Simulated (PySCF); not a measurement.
Isomers of C5H11N, one GFN2-xTB conformer each. Single-point energies are computed at PBE0/pcSseg-1 (PySCF, gas phase, no added dispersion term), electronic only.

```csv
SMILES,GFN2-xTB relative energy (kcal/mol)
C/C=N/C(C)C,16.4
NCCC1CC1,29.7
C=CN(C)CC,21.8
C1CCNCC1,0.0
```

Conformers: `[CH3:1]/[CH:2]=[N:3]/[CH:4]([CH3:5])[CH3:6]` with C2–N3–C4–C5 120°; `[NH2:1][CH2:2][CH2:3][CH:4]1[CH2:5][CH2:6]1` with H–N1–C2–C3 -179° and 62°, N1–C2–C3–C4 178°, C2–C3–C4–C5 85°; `[CH2:1]=[CH:2][N:3]([CH3:4])[CH2:5][CH3:6]` with C1–C2–N3–C4 -8°, C2–N3–C5–C6 78°; `[CH2:1]1[CH2:2][CH2:3][NH:4][CH2:5][CH2:6]1` with C6–C1–C2–C3 -55°, C1–C2–C3–N4 56°, C2–C3–N4–C5 -56°, C3–N4–C5–C6 56°.

What does PBE0/pcSseg-1 give for the same structures?

```json
{"SMILES": "C1CCNCC1", "PBE0/pcSseg-1 E (Eh)": "-251.56710", "PBE0/pcSseg-1 (kcal/mol)": "0.0", "GFN2-xTB (kcal/mol)": "0.0", "point group": "Cs"}
{"SMILES": "C/C=N/C(C)C", "PBE0/pcSseg-1 E (Eh)": "-251.55353", "PBE0/pcSseg-1 (kcal/mol)": "8.5", "GFN2-xTB (kcal/mol)": "16.4", "point group": "–"}
{"SMILES": "C=CN(C)CC", "PBE0/pcSseg-1 E (Eh)": "-251.53547", "PBE0/pcSseg-1 (kcal/mol)": "19.8", "GFN2-xTB (kcal/mol)": "21.8", "point group": "C1"}
{"SMILES": "NCCC1CC1", "PBE0/pcSseg-1 E (Eh)": "-251.53302", "PBE0/pcSseg-1 (kcal/mol)": "21.4", "GFN2-xTB (kcal/mol)": "29.7", "point group": "C1"}
```

Both levels put the same isomer lowest; measured from each level's own lowest isomer, the values differ by up to 8.3 kcal/mol (NCCC1CC1: 29.7 against 21.4). As drawn, the highest has a three-membered ring, which the lowest lacks. Neighbours under 2.5 kcal/mol apart (C=CN(C)CC and NCCC1CC1) can change places with a better method, another conformer or zero-point energy.

Which frontier levels, dipoles and rotational constants go with these structures?

```json
{"SMILES": "C1CCNCC1", "HOMO (eV, PBE0/pcSseg-1)": "-6.12", "LUMO (eV)": "1.46", "dipole (D)": "1.20", "A, B, C (MHz)": "4565, 4453, 2586"}
{"SMILES": "C/C=N/C(C)C", "HOMO (eV, PBE0/pcSseg-1)": "-7.05", "LUMO (eV)": "0.28", "dipole (D)": "1.36", "A, B, C (MHz)": "7222, 1911, 1657"}
{"SMILES": "C=CN(C)CC", "HOMO (eV, PBE0/pcSseg-1)": "-5.53", "LUMO (eV)": "1.25", "dipole (D)": "1.69", "A, B, C (MHz)": "5709, 2482, 2083"}
{"SMILES": "NCCC1CC1", "HOMO (eV, PBE0/pcSseg-1)": "-6.65", "LUMO (eV)": "1.57", "dipole (D)": "1.27", "A, B, C (MHz)": "10846, 1642, 1569"}
```
